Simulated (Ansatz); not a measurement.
**Redistribution: C3H6O + CH3I → C2H3IO + C2H6**

Species: C3H6O `CC(C)=O`, singlet; CH3I (methyl iodide) `CI`, singlet; C2H3IO (acetyl iodide) `CC(=O)I`, singlet; C2H6 (ethane) `CC`, singlet. The partners trade CH3 for I; both sit on C, so the bond types are kept.

Shapes, held fixed at every level: PBE0-D4/def2-TZVP. Programs: Ansatz 0.2.0. The zero-point and thermal change to 298 K, harmonic and unscaled (PBE0-D4/def2-TZVP), is +1.9 kJ/mol.

**The experiment to reproduce.** Tabulated heats of formation (Active Thermochemical Tables, CRC Handbook of Chemistry and Physics): C3H6O -216.1 (ATcT); CH3I +15.0 (ATcT); C2H3IO -126.4 (CRC); C2H6 -83.8 (ATcT) kJ/mol, which give ΔH(298 K) = -9.1 kJ/mol.

```csv
level,kind,ΔH (kJ/mol),computed − measured,CPU time (all species)
PBE-D4/def2-TZVPP,GGA,-27.2,-18.1,17 s
r2SCAN-D4/def2-TZVPP,meta-GGA,-24.5,-15.4,32 s
r2SCAN0-D4/def2-TZVPP,global hybrid,-14.3,-5.2,33 s
wB97M-V/def2-TZVPP,range-separated hybrid,-7.0,+2.1,73 s
MP2/def2-TZVPP,perturbation theory,-16.7,-7.6,–
CCSD(T)/def2-SVP,coupled cluster or CI,-17.7,-8.7,26 s
CCSD/def2-TZVPP,coupled cluster or CI,-3.2,+5.9,–
CCSD(T)/def2-TZVPP,coupled cluster or CI,-9.3,-0.2,9.1 min
```

Nearest: CCSD(T)/def2-TZVPP (-0.2); farthest: PBE-D4/def2-TZVPP (-18.1). 6 of 8 levels lie within 10 kJ/mol. The heats of C2H3IO come from older tables and can be uncertain by 10 kJ/mol or more. For atoms past krypton def2 sets carry core potentials with scalar relativity. Outer-core shells of I are correlated, in sets that cover them unevenly. Times are processor times on shared x86 and Arm servers, and rough.
